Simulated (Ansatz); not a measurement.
InP squeezed and stretched

A database entry relaxed whole under r2SCAN (F-43m):

```
In P
1.0
     0.00000    2.95390    2.95390
     2.95390    0.00000    2.95390
     2.95390    2.95390    0.00000
In P
1 1
Direct
  0.00000 0.00000 0.00000
  0.25000 0.25000 0.25000
```

The cell was scaled uniformly, its shape held, and the atoms relaxed at each volume with plane-wave PAW DFT (Ansatz 0.2.0; r2SCAN, 500 eV, 8×8×8 Γ-centred mesh, fermi-dirac occupations of width 0.020 eV; no spin, no spin-orbit coupling). One row is withheld.

| volume (Å³/atom) | energy over the lowest (meV/atom) | pressure (GPa) | gap over mesh and path (eV) |
| --- | --- | --- | --- |
| 24.228 | 22.0 | 4.85 | 1.380 |
| 24.743 | ? | ? | ? |
| 25.259 | 2.2 | 1.43 | 1.139 |
| 25.774 | 0.0 | -0.01 | 1.022 |
| 26.290 | 2.2 | -1.30 | 0.906 |
| 26.805 | 8.2 | -2.46 | 0.792 |
| 27.321 | 17.9 | -3.49 | 0.681 |

Fit the pressures of the other rows to the third-order Birch-Murnaghan form.

With f = [(V₀/V)^(2/3) − 1]/2 and P = 3B₀f(1 + 2f)^(5/2)[1 + 3(B₀′ − 4)f/2], least squares gives V₀ = 25.77 Å³ an atom, B₀ = 68.3 GPa and B₀′ = 4.6; the rows miss the fit by less than 0.01 GPa. The slope of the energies differs from these pressures by less than 0.05 GPa.

How does the gap move with volume?

A parabola in ln(V/V₀) through the other rows has the slope dE_g/d ln V = -5.8 eV at V₀, so by B₀ the gap moves by +85 meV a GPa: it widens under pressure.

What does the withheld row hold?

The fit gives 3.04 GPa at 24.743 Å³; the run gave 3.04 GPa and 9.4 meV an atom. Its gap is 1.259 eV, against 1.258 eV from the parabola.

Caveats: the shape of the cell was held; 0 K, fixed nuclei; the symmetry was kept, and this need not be the phase that is stable at 0 K; one mesh for all volumes; r2SCAN gaps lie as a rule under measured ones; the slope of the gap can be off by tens of per cent, more where shallow d levels or spin-orbit coupling act on the edges; no spin-orbit coupling, which narrows gaps of heavier elements; pressure is positive in compression.
